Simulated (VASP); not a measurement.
# H2 in VASP: further runs

One molecule, H2, is run at these levels: PBE+D3(BJ); tasks: relaxation of the atoms, vibrations by finite differences.

All numbers are computed with VASP 6.6.1; they aren't measurements. Logs are shortened: lines on timing, memory, paths and dates and some standing lists are left out, and cuts for length are marked.

### 1 The structure

The cell holds a molecule in a box, 2 atoms: a = 11.172 Å, b = 11.672 Å, c = 12.172 Å, α = 90.00°, β = 90.00°, γ = 90.00°.

### 2 Relaxation of the atoms, PBE+D3(BJ)

File INCAR:

```
SYSTEM = H
PREC = Accurate
ENCUT = 400
EDIFF = 1E-7
ISMEAR = 0
SIGMA = 0.01
LREAL = .False.
LASPH = .True.
NELM = 80
ALGO = Normal
ISIF = 2
LWAVE = .False.
LCHARG = .False.
GGA = PE
IVDW = 12
IBRION = 2
NSW = 120
EDIFFG = -0.03
ISYM = 0
```

File KPOINTS:

```
Automatic mesh
0
Gamma
  1 1 1
  0 0 0
```

File POSCAR:

```
H
1.0
   11.1715072411      0.0000000000      0.0000000000
    0.0000000000     11.6715072411      0.0000000000
    0.0000000000      0.0000000000     12.1715072411
H
2
Selective dynamics
Direct
    0.5029840056      0.4878045315      0.5275852131  F F F
    0.4970159944      0.5207633422      0.4724147869  T T T
```

Potentials or basis: VASP PAW PBE potentials, release 64 (H).

Command:

```console
$ cat potpaw_PBE.64/H/POTCAR > POTCAR
$ mpirun -np 1 vasp_gam > vasp.out
```

OUTCAR:

```text
SYSTEM = H
   PREC = Accurate
   ENCUT = 400
   EDIFF = 1E-7
   ISMEAR = 0
   LREAL = .False.
   LASPH = .True.
   NELM = 80
   ISIF = 2
   GGA = PE
   IVDW = 12
   IBRION = 2
   NSW = 120
   EDIFFG = -0.03
   ISYM = 0
 IVDW          = 12

 ion  position               nearest neighbor table
   1  0.503  0.488  0.528-   2 0.78
   2  0.497  0.521  0.472-   1 0.78

IMPORTANT INFORMATION: All symmetrisations will be switched off!
NOSYMM: (Re-)initialisation of all symmetry stuff for point group C_1.

----------------------------------------------------------------------------------------

                                     Primitive cell

  volume of cell :    1587.0225

  direct lattice vectors                    reciprocal lattice vectors
    11.171507241  0.000000000  0.000000000     0.089513436  0.000000000  0.000000000
     0.000000000 11.671507241  0.000000000     0.000000000  0.085678737  0.000000000
     0.000000000  0.000000000 12.171507241     0.000000000  0.000000000  0.082159093

  length of vectors
    11.171507241 11.671507241 12.171507241     0.089513436  0.085678737  0.082159093

  position of ions in fractional coordinates (direct lattice)
     0.502984006  0.487804531  0.527585213
     0.497015994  0.520763342  0.472414787

  ion indices of the primitive-cell ions
   primitive index   ion index
                 1           1
                 2           2

----------------------------------------------------------------------------------------

 KPOINTS: Automatic mesh

Automatic generation of k-mesh.
 Grid dimensions read from file:
 generate k-points for:    1    1    1

 Generating k-lattice:

  Cartesian coordinates                     Fractional coordinates (reciprocal lattice)
     0.089513436  0.000000000  0.000000000     1.000000000  0.000000000  0.000000000
     0.000000000  0.085678737  0.000000000     0.000000000  1.000000000  0.000000000
     0.000000000  0.000000000  0.082159093     0.000000000  0.000000000  1.000000000

  Length of vectors
     0.089513436  0.085678737  0.082159093

  Shift w.r.t. Gamma in fractional coordinates (k-lattice)
     0.000000000  0.000000000  0.000000000

 Subroutine IBZKPT returns following result:
 ===========================================

 Found      1 irreducible k-points:

 Following reciprocal coordinates:
            Coordinates               Weight
  0.000000  0.000000  0.000000      1.000000
   k-points           NKPTS =      1   k-points in BZ     NKDIM =      1   number of bands    NBANDS=      5
   number of dos      NEDOS =    301   number of ions     NIONS =      2
   total plane-waves  NPLWV = 512000
   dimension x,y,z NGX =    80 NGY =   80 NGZ =   80
   dimension x,y,z NGXF=   160 NGYF=  160 NGZF=  160
   ions per type =               2
   NGX,Y,Z   is equivalent  to a cutoff of  11.90, 11.39, 10.93 a.u.
   NGXF,Y,Z  is equivalent  to a cutoff of  23.81, 22.79, 21.85 a.u.
 SYSTEM =  H
   PREC   = accura    normal or accurate (medium, high low for compatibility)
   ISTART =      0    job   : 0-new  1-cont  2-samecut
   ICHARG =      2    charge: 1-file 2-atom 10-const
   ISPIN  =      1    spin polarized calculation?
   LNONCOLLINEAR =      F non collinear calculations
   LSORBIT =      F    spin-orbit coupling
   LASPH  =      T    aspherical Exc in radial PAW
   ENCUT  =  400.0 eV  29.40 Ry    5.42 a.u.  18.22 19.03 19.85*2*pi/ulx,y,z
   NELM   =     80;   NELMIN=  2; NELMDL= -5     # of ELM steps
   EDIFF  = 0.1E-06   stopping-criterion for ELM
   LREAL  =      F    real-space projection
   EDIFFG = -.3E-01   stopping-criterion for IOM
   NSW    =    120    number of steps for IOM
   IBRION =      2    ionic relax: 0-MD 1-quasi-New 2-CG
   NFREE  =      1    steps in history (QN), initial steepest desc. (CG)
   ISIF   =      2    stress and relaxation
   ISYM   =      0    0-nonsym 1-usesym 2-fastsym
   POTIM  = 0.5000    time-step for ionic-motion
   TEBEG  =    0.0;   TEEND  =   0.0 temperature during run
   PSTRESS=    0.0 pullay stress
   NELECT =       2.0000    total number of electrons
   NUPDOWN=      -1.0000    fix difference up-down
   EMIN   =  10.00;   EMAX   =-10.00  energy-range for DOS
   EFERMI =   0.00;   METHOD = LEGACY
   ISMEAR =     0;   SIGMA  =   0.01  broadening in eV -4-tet -1-fermi 0-gaus
   EFERMI_NEDOS =   21; number of points for ismear=-14 and -15
   IALGO  =     38    algorithm
   IMIX   =      4    mixing-type and parameters
     AMIX     =   0.40;   BMIX     =  1.00
     AMIX_MAG =   1.60;   BMIX_MAG =  1.00
  volume/ion in A,a.u.               =     793.51      5354.88
  Fermi-wavevector in a.u.,A,eV,Ry     =   0.176830  0.334161  0.425441  0.031269
  Thomas-Fermi vector in A             =   0.896670
   LORBIT       =      0    0 simple, 1 ext, 2 COOP (PROOUT), +10 PAW based schemes
   GGA     = PE    functional components
   LHFCALC =     F    Hartree Fock is set to
   AEXX    =    0.0000 exact exchange contribution
   IVDW    =    12    specifies the selected vdW correction
   LEPSILON=     F    determine dielectric tensor
   LRPA    =     F    only Hartree local field effects (RPA)
 conjugate gradient relaxation of ions
 non-spin polarized calculation
 Gauss-broadening in eV      SIGMA  =   0.01
  energy-cutoff  :      400.00
  volume of cell :     1587.02
 maximum number of plane-waves:     14409
 NGX is ok and might be reduce to    80
   NGX = 37   NGY = 39   NGZ = 39

--------------------------------------- Ionic step        1  -------------------------------------------

 number of electron       2.0000002 magnetization

 Free energy of the ion-electron system (eV)
  ---------------------------------------------------
  ext. energy  EPLUGINS =         0.00000000
  ---------------------------------------------------
  free energy    TOTEN  =        -6.74933822 eV

  energy without entropy =       -6.74933822  energy(sigma->0) =       -6.74933822

------------------------ aborting loop because EDIFF is reached ----------------------------------------

 Edisp (eV)   -0.00259

 E8    (eV) :    -0.0005

  FORCE on cell =-STRESS in cart. coord.  units (eV):
  Direction    XX          YY          ZZ          XY          YZ          ZX
  --------------------------------------------------------------------------------------
  -------------------------------------------------------------------------------------
  Total      -0.12357    -0.28103    -0.61587     0.02840     0.28514    -0.04940
  in kB      -0.12475    -0.28371    -0.62175     0.02867     0.28786    -0.04987
  external pressure =       -0.34 kB  Pullay stress =        0.00 kB
[... 61 lines left out ...]
  energy  without entropy=       -6.7598284704  energy(sigma->0) =       -6.75982847

--------------------------------------- Ionic step        3  -------------------------------------------

 number of electron       2.0000000 magnetization

 Free energy of the ion-electron system (eV)
  ---------------------------------------------------
  ext. energy  EPLUGINS =         0.00000000
  ---------------------------------------------------
  free energy    TOTEN  =        -6.76030608 eV

  energy without entropy =       -6.76030608  energy(sigma->0) =       -6.76030608

 E-fermi : -10.2435     XC(G=0):  -0.2494

 val. band max:      -10.3092769153   @ k =   0.0000   0.0000   0.0000
 cond. band min:      -0.1253100271   @ k =   0.0000   0.0000   0.0000
 fundamental gap:     10.1839668882
 Fermi energy:       -10.2434623263

 k-point     1 :       0.0000    0.0000    0.0000
  band No.  band energies     occupation
      1     -10.3093      2.00000
      2      -0.1253      0.00000
      3       0.2708      0.00000
      4       0.7341      0.00000
      5       0.8143      0.00000

------------------------ aborting loop because EDIFF is reached ----------------------------------------

 Edisp (eV)   -0.00252

 E8    (eV) :    -0.0005
[... 25 lines left out ...]
  FREE ENERGIE OF THE ION-ELECTRON SYSTEM (eV)
  ---------------------------------------------------
  free  energy   TOTEN  =        -6.7628248418 eV

  energy  without entropy=       -6.7628248418  energy(sigma->0) =       -6.76282484

 reached required accuracy - stopping structural energy minimisation
```

Wall time 2.7 min (1 thread of Intel Xeon Platinum 8488C (Sapphire Rapids), shared host); peak memory 0.94 GiB.

Results:

```yaml
Free_energy: -6.7628 eV
Energy_gained_by_relaxing: 5.5 meV/atom
Ionic_steps: 3
Gap_between_the_frontier_levels: 10.18 eV
Dispersion_energy_per_atom: -0.001 eV
```

The path:
```
step  energy change (eV)  largest force (eV/Å)  pressure (GPa)
   1              0.0000                0.8125           -0.03
   2             -0.0079                0.4640            0.00
   3             -0.0109                0.0007           -0.01
```

Final structure:
```
CELL_PARAMETERS angstrom
11.17151 0.00000 0.00000
0.00000 11.67151 0.00000
0.00000 0.00000 12.17151
ATOMIC_POSITIONS crystal
H 0.50298 0.48780 0.52759
H 0.49722 0.51966 0.47427
```

### 3 Vibrations by finite differences, PBE+D3(BJ)

Edit INCAR of step 2 so:

```diff
@@ -15,5 +15,7 @@
 IVDW = 12
-IBRION = 2
-NSW = 120
-EDIFFG = -0.03
+NBANDS = 8
+IBRION = 5
+NFREE = 2
+POTIM = 0.015
+NSW = 1
 ISYM = 0
```

KPOINTS is that of step 2.

File POSCAR:

```
H                                       
1.0
   11.1715072411      0.0000000000      0.0000000000
    0.0000000000     11.6715072411      0.0000000000
    0.0000000000      0.0000000000     12.1715072411
  H             
     2
Selective dynamics
Direct
0.5029840055999983  0.4878045314999966  0.5275852130999965  T T T
0.4972158699320113  0.5196555473088600  0.4742660034272161  T T T
```

Potentials or basis: VASP PAW PBE potentials, release 64 (H).

Command:

```console
$ cat potpaw_PBE.64/H/POTCAR > POTCAR
$ mpirun -np 1 vasp_gam > vasp.out
```

Wall time 8.2 min (1 thread of Intel Xeon Platinum 8488C (Sapphire Rapids), shared host); peak memory 0.97 GiB.

The run converged. Its results:

- Highest phonon frequency at Γ: 4294 cm⁻¹
- Most unstable mode: 67i cm⁻¹
- Dispersion energy per atom: -0.001 eV

Phonon frequencies in cm⁻¹ (negative: imaginary):
```
              q point          frequencies
(0.000, 0.000, 0.000)  -67 -7 0 20 41 4294
```

Caveat: some modes are imaginary.
